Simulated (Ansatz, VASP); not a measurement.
# One calculation of BN, two programs

```
B N
1.0
     0.00000    1.80481    1.80481
     1.80481    0.00000    1.80481
     1.80481    1.80481    0.00000
B N
1 1
Direct
  0.00000 0.00000 0.00000
  0.75000 0.75000 0.75000
```

Alike in both runs: functional r2SCAN; k mesh 12 × 12 × 12; occupations gaussian, width 0.02 eV; no spin polarisation.

Ansatz relaxed the structure, and its values are those at the end. VASP's run is a single point on that final structure, the one shown.

```csv
,VASP,Ansatz
version,VASP 6.6.1,Ansatz 0.2.0
potentials or method,"VASP PAW PBE potentials, release 64 (B, N)","scalar-relativistic, plane waves, PAW"
plane-wave cutoff (eV),520,500
valence electrons in the cell,8,8
```

|  | VASP | Ansatz | Ansatz less VASP |
| --- | --- | --- | --- |
| gap on the k mesh at the Fermi level (eV) | 4.98 | 5.00 | +0.021 |
| least direct gap on the mesh (eV) | 9.55 | 9.59 | +0.039 |
| pressure (GPa) | 1.2 | 0.0 | -1.12 |

With one functional, cell and mesh, what is left measures potentials, basis and numerics.

Caveats: the PAW data sets were made with another functional, which shifts forces and pressure a little (VASP). A k mesh can miss the band edges. r2SCAN opens gaps a little over a GGA but as a rule still falls short of measured ones.
